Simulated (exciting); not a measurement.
CoO, 2 atoms in the cell. The structure is tetragonal, space group I4/mmm (No. 139). The conventional cell has a = 2.800 Å, b = 2.800 Å, c = 3.912 Å, α = 90.00°, β = 90.00°, γ = 90.00°. Co (site symmetry 4/mmm) has 6 O at 1.96 to 1.98 Å as nearest neighbours. Around O (site symmetry 4/mmm) lie 6 Co at 1.96 to 1.98 Å.  The cell isn't the ideal one: volume scaled by 0.8.

| Item | Value |
| --- | --- |
| Program | exciting (release sodium) |
| Task | single point |
| Functional | AM05 |
| Potentials or basis | all-electron LAPW+lo, shipped species files, valence relativity iora* |
| rgkmax | 7.5 |
| k mesh | 7 × 7 × 7 |
| Occupations | fermi-dirac, width 0.05 eV |
| Spin | collinear spin, ferromagnetic start |
| outputlevel | normal |
| reducebf | 0.5 |
| gmaxvr (cutoff of density and potential) | 14 1/bohr |
| lmaxapw (and lmaxmat) | 10 |
| lmaxvr | 8 |
| nempty | 24 |
| Valence relativity | iora* |
| epsengy | 1e-05 Ha |
| epspot | 1e-05 Ha |
| maxscl | 90 |
| Muffin-tin radii | Co 2.0, O 1.45 bohr |

Potentials or basis: all-electron LAPW+lo, shipped species files, valence relativity iora*.

Run with:

```console
$ OMP_NUM_THREADS=1 exciting_smp
```

Hardware: 1 thread of Intel(R) Xeon(R) Platinum 8375C CPU @ 2.90GHz (Ice Lake) (shared host).

**Question.** Estimate the wall time of this run.

**Answer.** Run time: 3.1 min on 1 thread of Intel(R) Xeon(R) Platinum 8375C CPU @ 2.90GHz (Ice Lake) (shared host), peak memory 0.15 GiB. Counts: scf iterations 36, plane waves 259.
